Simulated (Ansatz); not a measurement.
`FB[SiH2]Cl` + `CC(=O)O` → `CC(=O)OBF` + `[SiH3]Cl` at 600 K and 1 bar (cleavage of the B–Si bond).

Gas-phase electronic energies from Ansatz, PBE0-D4/def2-TZVP geometries. CBS: MP2 limit from def2 TZ/QZ plus the TZ coupled-cluster correction, frozen cores. This one scheme is used for every species. One conformer a species, not always the lowest.

| species | CCSD(T)/CBS energy (Eh) | H − E (kJ/mol) | S (J/(mol·K)) |
| --- | --- | --- | --- |
| `FB[SiH2]Cl` | -875.32301 | 136.6 | 396.3 |
| `CC(=O)O` | -228.87529 | 204.1 | 348.2 |
| `CC(=O)OBF` | -353.55713 | 235.3 | 426.1 |
| `[SiH3]Cl` | -750.69636 | 99.4 | 294.6 |

H − E and S are ideal-gas, rigid-rotor, harmonic terms from PBE0-D4/def2-TZVP, for one conformer and one mirror image of each species. 1 Eh = 2625.50 kJ/mol, R = 8.31446 J/(mol·K).

By hand: ΔE, ΔH, ΔS and ΔG.

ΔE = (-353.55713) + (-750.69636) − (-875.32301) − (-228.87529) = -0.05519 Eh = -144.9 kJ/mol. Δ(H − E) = 235.3 + 99.4 − 136.6 − 204.1 = -6.0, so ΔH = -150.9 kJ/mol. ΔS = 426.1 + 294.6 − 396.3 − 348.2 = -23.8 J/(mol·K). ΔG = -150.9 − 600 × (-23.8)/1000 = -136.6 kJ/mol.

By hand: the equilibrium constant, and the temperature at which ΔG would vanish if ΔH and ΔS stayed fixed.

log₁₀ K = −ΔG/(RT ln 10) = 11.9. ΔG = 0 at ΔH/ΔS = 6340 K, far beyond where these terms or the molecules hold.

ΔH outweighs TΔS. A doubt of 5 kJ/mol in ΔE shifts log₁₀ K by 0.4 here. Other conformers and mirror images would add mixing entropy, several J/(mol·K) or more a flexible species. These are equilibria of isolated gas molecules and say nothing of rates. Largest T1 diagnostic: 0.015 (customary marks: 0.02 for closed shells, 0.045 for open ones).
